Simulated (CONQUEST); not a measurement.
# HfO2 under changes of volume

One of the cells (10.955 Å³/atom); the others are scaled copies at fixed shape and fractional positions:

```xyz
12
Lattice="5.0048 0.0000 0.0000 0.0000 5.0327 0.0000 0.0000 0.0000 5.2195" Properties=species:S:1:pos:R:3 pbc="T T T"
Hf    3.6661    3.7314    5.0472
Hf    3.6661    1.2151    2.7820
Hf    1.3387    3.7314    2.4375
Hf    1.3387    1.2151    0.1723
O     4.6477    4.4251    3.2994
O     4.6477    1.9087    4.5298
O     2.7020    2.4776    1.2211
O     2.7020    4.9939    1.3886
O     2.3028    4.9939    3.9984
O     2.3028    2.4776    3.8308
O     0.3571    4.4251    0.6896
O     0.3571    1.9087    1.9201
```

Measurements of this composition are mostly on another form, of space group No. 14.

| Quantity | Value |
| --- | --- |
| Program | CONQUEST 1.3 |
| Functional | LDA |
| Potentials or basis | PseudoDojo NC LDA, DZP, grid of 60 × 60 × 60 points |
| k mesh | 4 × 4 × 4 |
| Occupations | fermi-dirac, width 0.05 eV |
| Spin | no spin polarisation |

| volume (Å³/atom) | energy over the lowest point (meV/atom) | pressure (GPa) | gap on the mesh (eV) | largest force (eV/Å) |
| --- | --- | --- | --- | --- |
| 10.298 | 15.09 | 12.0 | 4.38 | 0.334 |
| 10.517 | 3.39 | 5.3 | 4.31 | 0.243 |
| 10.736 | 0.00 | -0.3 | 4.24 | 0.158 |
| 10.955 | 4.03 | -5.6 | 4.17 | 0.113 |
| 11.175 | 15.12 | -10.4 | 4.10 | 0.151 |
| 11.394 | 32.24 | -14.6 | 4.03 | 0.198 |
| 11.613 | ? | ? | ? | ? |

What does the run at 11.613 Å³/atom give?

Energy over the lowest point 54.84 meV/atom; pressure -18.4 GPa; gap on the mesh 3.96 eV; largest force 0.259 eV/Å.

Worked out: A Birch-Murnaghan fit of order 3 (a polynomial in V^(-2/3)) to the other rows has its minimum at 10.72 Å³/atom with B0 = V·E''(V) = 271 GPa and B' = 3.7 at fixed shape and positions, which overstates the stiffness. It gives 55.06 meV/atom at 11.613 Å³/atom, against the run's 54.84, and -dE/dV = -18.6 GPa, against -18.4. A straight line through the other rows of the gap, of slope -3.46 eV per unit of ln V, extrapolates to 3.97 eV, against the run's 3.96.

Energies are extrapolated to zero smearing.

Caveats: spin-orbit coupling is left out, which moves the levels of the heavy elements; the basis of atomic orbitals isn't converged, which shifts pressures, moduli and gaps.

A mesh can miss the band edges.
